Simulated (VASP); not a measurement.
Input of a VASP 6.6.1 run:

INCAR

```
SYSTEM = CdSe
PREC = Accurate
ENCUT = 520
EDIFF = 1E-6
ISMEAR = 0
SIGMA = 0.05
LREAL = .False.
LASPH = .True.
NELM = 80
ALGO = Normal
ISIF = 2
LWAVE = .False.
LCHARG = .True.
LDIPOL = .True.
IDIPOL = 3
DIPOL = 0.5 0.5 0.500
GGA = PS
LVHAR = .True.
LVACPOTAV = .True.
KPAR = 8
```

File KPOINTS:

```
Automatic mesh
0
Gamma
  6 4 1
  0 0 0
```

The input POSCAR:

```
CdSe
1.0
    4.3000000000      0.0000000000      0.0000000000
    0.0000000000      7.0200000000      0.0000000000
    0.0000000000      0.0000000000     28.4130307880
Cd Se
8 8
Direct
    0.0000000001      0.0000000000      0.2815609521
    0.5000000000      0.5000000000      0.3252487617
    0.5000000001      0.0000000000      0.4126243808
    1.0000000000      0.5000000000      0.4563121904
    0.0000000001      0.0000000000      0.5436878096
    0.5000000000      0.5000000000      0.5873756192
    0.5000000001      0.0000000000      0.6747512383
    1.0000000000      0.5000000000      0.7184390479
    0.0000000001      0.3850000000      0.2815609521
    0.5000000000      0.8850000000      0.3252487617
    0.5000000001      0.3850000000      0.4126243808
    1.0000000000      0.8850000000      0.4563121904
    0.0000000001      0.3850000000      0.5436878096
    0.5000000000      0.8850000000      0.5873756192
    0.5000000001      0.3850000000      0.6747512383
    1.0000000000      0.8850000000      0.7184390479
```

Potentials or basis: VASP PAW PBE potentials, release 64 (Cd, Se).

The run is started by

```sh
$ cat potpaw_PBE.64/Cd/POTCAR potpaw_PBE.64/Se/POTCAR > POTCAR
$ mpirun -np 8 vasp_std > vasp.out
```

(1) What does it give for the ionisation potential of the upper face?

(2) What does it give for the largest force?

(3) Predict the band gap on the k mesh.

Results:

(1) 5.03 eV.

(2) 1.313 eV/Å.

(3) 0.48 eV, direct.

Caveat: the PAW data sets were made with another functional, which shifts forces and pressure a little.
